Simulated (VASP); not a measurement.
# TiO₂: molecular dynamics at constant energy

TiO₂, P2_1/c (no. 14), 12 atoms in the cell. PBE, molecular dynamics; PAW potentials Ti, O (PBE set).

Ensemble: NVE; Starting temperature (K): 1000.

## Input

INCAR:
```
GGA = PE
PREC = Normal
ENCUT = 400
EDIFF = 1E-6
NELMIN = 4
NELM = 60
ALGO = Normal
LREAL = Auto
LASPH = T
ISMEAR = 0
SIGMA = 0.05
ISYM = 0
LWAVE = F
LCHARG = F
IBRION = 0
NSW = 60
POTIM = 1.0
TEBEG = 1000
ISIF = 2
RANDOM_SEED = 566492 0 0
MDALGO = 2
SMASS = -3
KPAR = 2
```

KPOINTS:
```
k-points
0
Monkhorst-Pack
  2 2 2
```

POSCAR:
```
TiO2
1.0
    4.8126997814      0.0000000000      0.0000000000
    0.0000000000      4.8718844600      0.0000000000
   -0.8628854487      0.0000000000      4.9665942755
Ti O
4 8
Direct
    0.2774352600      0.0528083600      0.2131482700
    0.7225647400      0.5528083600      0.2868517300
    0.7225647400      0.9471916400      0.7868517300
    0.2774352600      0.4471916400      0.7131482700
    0.0638382200      0.1769655200      0.8515567400
    0.9361617800      0.6769655200      0.6484432600
    0.9361617800      0.8230344800      0.1484432600
    0.0638382200      0.3230344800      0.3515567400
    0.4453609900      0.7576317400      0.4667718600
    0.5546390100      0.2576317400      0.0332281400
    0.5546390100      0.2423682600      0.5332281400
    0.4453609900      0.7423682600      0.9667718600
```

Commands:
```
cat potpaw_PBE.64/Ti/POTCAR potpaw_PBE.64/O/POTCAR > POTCAR
mpirun -np 2 vasp_std > vasp.out
```

## Result

- Rise of the mean potential energy above the start (meV/atom): 59.3
- Mean temperature (K): 500
- Electronic steps per ionic step after the first: 5.1

Course of the run:

| Time (fs) | Temperature (K) | Potential energy less the first (meV/atom) |
|---|---|---|
| 1 | 1000 | 0.0 |
| 6 | 816 | 21.9 |
| 10 | 539 | 54.7 |
| 15 | 301 | 83.0 |
| 19 | 269 | 86.7 |
| 24 | 355 | 76.5 |
| 28 | 443 | 66.1 |
| 33 | 505 | 58.8 |
| 37 | 500 | 59.3 |
| 42 | 457 | 64.4 |
| 46 | 437 | 66.8 |
| 51 | 467 | 63.2 |
| 55 | 525 | 56.3 |
| 60 | 580 | 49.9 |

The mean temperature lies below the starting 1000 K, since the atoms start on their sites and part of their kinetic energy turns into potential energy.

REPORT:
```
MDALGO =   2
               SCALING =       0
                 CNEXP =     9.000   14.000
           RANDOM_SEED =            566492                0                0

   original number of atomic DOF:         33
   number of independent constraints:      0
   number of active DOF:                  33

========================================
         MD step No.       1
========================================

  Atomic velocities initialized by STEP_tb

  >Energies
                    E_tot             E_pot             E_kin               EPS                ES
   e_b>   -0.10405408E+03   -0.10547527E+03    0.14211866E+01    0.00000000E+00    0.00000000E+00

  >Temperature
               T_sim     T_inst
   tmprt>   1000.000    999.520

  >Thermostat:
           s(n+1) sdot(n+1)      s(n)   sdot(n)        Qs
   s_b>   0.00000   0.00000   0.00000   0.00000  -3.00000

           RANDOM_SEED =            566492               72                0

[... steps left out ...]

========================================
         MD step No.      60
========================================

  >Energies
                    E_tot             E_pot             E_kin               EPS                ES
   e_b>   -0.10405283E+03   -0.10487696E+03    0.82413663E+00    0.00000000E+00    0.00000000E+00

  >Temperature
               T_sim     T_inst
   tmprt>   1000.000    579.615

  >Thermostat:
           s(n+1) sdot(n+1)      s(n)   sdot(n)        Qs
   s_b>   0.00000   0.00000   0.00000   0.00000  -3.00000

           RANDOM_SEED =            566492               72                0
```

OSZICAR:
```
N       E                     dE             d eps       ncg     rms          rms(c)
DAV:   1     0.764643717685E+03    0.76464E+03   -0.23480E+04   312   0.135E+03
DAV:   2     0.102722381191E+03   -0.66192E+03   -0.63467E+03   328   0.383E+02
DAV:   3    -0.127168805343E+03   -0.22989E+03   -0.22316E+03   400   0.210E+02
DAV:   4    -0.140949212610E+03   -0.13780E+02   -0.13742E+02   400   0.621E+01
DAV:   5    -0.141354158892E+03   -0.40495E+00   -0.40443E+00   393   0.108E+01    0.586E+01
DAV:   6    -0.108234728799E+03    0.33119E+02   -0.24630E+02   407   0.767E+01    0.203E+01
DAV:   7    -0.106948068333E+03    0.12867E+01   -0.52282E+01   464   0.450E+01    0.191E+01
DAV:   8    -0.106634333052E+03    0.31374E+00   -0.25629E+01   411   0.303E+01    0.115E+01
DAV:   9    -0.105466129157E+03    0.11682E+01   -0.91119E+00   411   0.195E+01    0.718E-01
DAV:  10    -0.105476510142E+03   -0.10381E-01   -0.19053E-01   361   0.262E+00    0.501E-01
DAV:  11    -0.105487216202E+03   -0.10706E-01   -0.14672E-01   456   0.190E+00    0.923E-01
DAV:  12    -0.105475585737E+03    0.11630E-01   -0.56720E-02   464   0.142E+00    0.176E-01
[... left out ...]
     59 T=   574. E= -.10405277E+03 F= -.10486887E+03 E0= -.10486887E+03  EK= 0.81610E+00 SP= 0.00E+00 SK= 0.00E+00
[... last step whole ...]
       N       E                     dE             d eps       ncg     rms          rms(c)
DAV:   1    -0.104876941366E+03   -0.80742E-02   -0.68661E-05   624   0.267E+00    0.157E-02
DAV:   2    -0.104876969803E+03   -0.28436E-04   -0.47715E-04   326   0.138E-01    0.163E-02
DAV:   3    -0.104876966054E+03    0.37482E-05   -0.13961E-05   393   0.340E-02    0.143E-02
DAV:   4    -0.104876963658E+03    0.23963E-05   -0.17197E-05   361   0.247E-02    0.585E-03
DAV:   5    -0.104876964000E+03   -0.34233E-06   -0.77639E-06   344   0.156E-02
     60 T=   580. E= -.10405283E+03 F= -.10487696E+03 E0= -.10487696E+03  EK= 0.82414E+00 SP= 0.00E+00 SK= 0.00E+00
```

Limits: 60 fs of 12 atoms are too short for converged averages; the cell is only 4.7 Å across, so each atom moves in step with near copies of itself.

VASP 6.6.1 took 246 s on 2 cores (Intel Xeon Platinum 8488C (Sapphire Rapids)), a shared host.
